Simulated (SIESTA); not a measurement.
NiO in SIESTA: the effect of Hubbard term

Crystal: NiO.

```
CELL_PARAMETERS angstrom
0.00000 2.08590 2.08590
2.08590 0.00000 2.08590
2.08590 2.08590 0.00000
ATOMIC_POSITIONS crystal
Ni 0.00000 0.00000 0.00000
O 0.50000 0.50000 0.50000
```

Alike in all runs:

```yaml
Program: SIESTA 5.4.2
Task: single point
Functional: PBE
Potentials_or_basis: PseudoDojo 0.4 standard (PBE files)
Basis: DZP (energy shift 0.003 Ry; two zetas on semicore shells)
Grid_cutoff: 800 Ry
Energy_shift: 0.003 Ry
k_mesh: 8 × 8 × 8
Occupations: fermi-dirac, width 0.05 eV
Spin: collinear spin, ferromagnetic start
Starting_moments: "[1.0, 0.0] μB"
Hubbard_projector_method: 1
U_from_the_first_cycle: yes
```

Q: One run gave: gap on the mesh 2.36 eV; pressure 15.1 GPa. Which Hubbard term did it use?
A. Ni d U = 8 eV
B. Ni d U = 6 eV
C. Ni d U = 2 eV
D. Ni d U = 4 eV
E. none

A: B.

```csv
Hubbard term,gap on the mesh (eV),pressure (GPa)
none,none,7.1
Ni d U = 2 eV,0.35,11.1
Ni d U = 4 eV,1.36,13.0
Ni d U = 6 eV,2.36,15.1
Ni d U = 8 eV,2.53,17.3
```

Caveats: short orbitals over semicore shells can move pressures by several GPa; the basis of atomic orbitals isn't converged, which shifts pressures, moduli and gaps; a cell with one magnetic atom can't hold antiferromagnetic order, which such compounds often take; semilocal functionals often make such compounds metallic where correlation or magnetic order opens a gap, which also shifts bond lengths (some runs).

A k mesh can miss the band edges.

A gap of «none» marks a metal or a gap under the smearing width.
